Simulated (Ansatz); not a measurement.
Geometry optimisation, DFT PBEsol, scalar-relativistic, plane waves, PAW (Ansatz).

The input (input.yaml):

```yaml
crystal:
  lattice:
    - [5.76414, 0.0, 0.0]
    - [-2.88207, 4.991892, 0.0]
    - [0.0, 0.0, 16.235805]
  atoms:
    - { symbol: W, position: [0.0, 0.0, 0.06159226] }
    - { symbol: C, position: [0.33333333, 0.16666666, 0.14855654] }
    - { symbol: W, position: [0.0, 0.0, 0.23552081] }
    - { symbol: C, position: [0.33333333, 0.16666666, 0.32248509] }
    - { symbol: W, position: [-2.0e-08, 0.49999997, 0.06159226] }
    - { symbol: C, position: [0.33333331, 0.66666662, 0.14855654] }
    - { symbol: W, position: [-2.0e-08, 0.49999997, 0.23552081] }
    - { symbol: C, position: [0.33333331, 0.66666662, 0.32248509] }
    - { symbol: W, position: [0.5, 0.0, 0.06159226] }
    - { symbol: C, position: [0.83333333, 0.16666666, 0.14855654] }
    - { symbol: W, position: [0.5, 0.0, 0.23552081] }
    - { symbol: C, position: [0.83333333, 0.16666666, 0.32248509] }
    - { symbol: W, position: [0.49999998, 0.49999997, 0.06159226] }
    - { symbol: C, position: [0.83333331, 0.66666662, 0.14855654] }
    - { symbol: W, position: [0.49999998, 0.49999997, 0.23552081] }
    - { symbol: C, position: [0.83333331, 0.66666662, 0.32248509] }
    - { symbol: H, position: [0.33333332, 0.41666664, 0.34589015] }
    - { symbol: H, position: [0.16666667, -0.16666666, 0.30339149] }
basis:
  ecutwfc: 420.0
kpoints:
  mp_grid: { grid: [4, 4, 1] }
hamiltonian:
  xc: pbesol
  pseudopotentials: { kind: paw, azcp: { folder: soft_1 } }
scf:
  occupations: { method: gaussian, width: 0.05 }
  lower_state_search: "off"
relax:
  f_tol: 0.03
  max_steps: 60
  adjacent_minimum: "off"
  constraints: [{ sites: [0, 4, 8, 12] }]
```

Launched with:

```bash
$ ansatz run input.yaml --threads 4 --pin off --max-ram 10240MiB --backend cpu --events-out ev --progress --plain --runs-dir out
```

Question: Where does it end, and by what steps?

Answer: The forces met the threshold. Limits of this set-up: coarse k mesh, thin slab, slab without dipole correction, no dispersion correction for a molecule that may bind weakly, PAW files made for another functional, a typed lattice constant that wasn't relaxed here. After 15 steps the energy has fallen by 5.026 eV; H18 moved furthest, 2.06 Å. Parted: W3–H18 (2.00 → 2.85 Å), W7–H18 (2.00 → 2.85 Å), W11–H18 (2.00 → 4.02 Å). Joined: C16–H18 (1.69 → 1.09 Å).

```
step  energy less start (eV)  largest force component (eV/Å)  accepted
   0                  0.0000                           4.211       yes
   1                 -2.1419                           1.119       yes
   2                 -2.3592                           0.418       yes
   3                 -2.4691                           0.738       yes
   4                 -2.7884                           1.715       yes
   5                 -3.2145                           1.345       yes
   6                 -3.5835                           1.814       yes
   7                 -3.9180                           1.650       yes
   8                 -4.2914                           1.118       yes
   9                 -4.5655                           1.155       yes
  10                 -4.7864                           0.811       yes
  11                 -4.9176                           0.565       yes
  12                 -5.0003                           0.694       yes
  13                 -5.0242                           0.145       yes
  14                 -5.0256                           0.051       yes
  15                 -5.0258                           0.007       yes
```

```xyz
18
Lattice="5.7641 0.0000 0.0000 -2.8821 4.9919 0.0000 0.0000 0.0000 16.2358" Properties=species:S:1:pos:R:3
W 0.000 0.000 1.000
C 1.448 0.827 2.310
W 0.003 0.006 3.830
C 1.392 0.848 5.005
W -1.441 2.496 1.000
C -0.001 3.336 2.310
W -1.435 2.495 3.830
C -0.011 3.278 5.005
W 2.882 0.000 1.000
C 4.316 0.828 2.310
W 2.877 -0.003 3.872
C 4.350 0.848 4.954
W 1.441 2.496 1.000
C 2.884 3.329 2.317
W 1.456 2.505 3.811
C 2.897 3.337 5.051
H 0.795 2.123 5.505
H 0.004 -1.662 6.146
```

Whether the end is a true minimum wasn't checked by a vibrational analysis.

Time of the run: 95 s on 4 threads of Arm Neoverse V1, with other jobs on the host, peak memory 1.1 GiB.
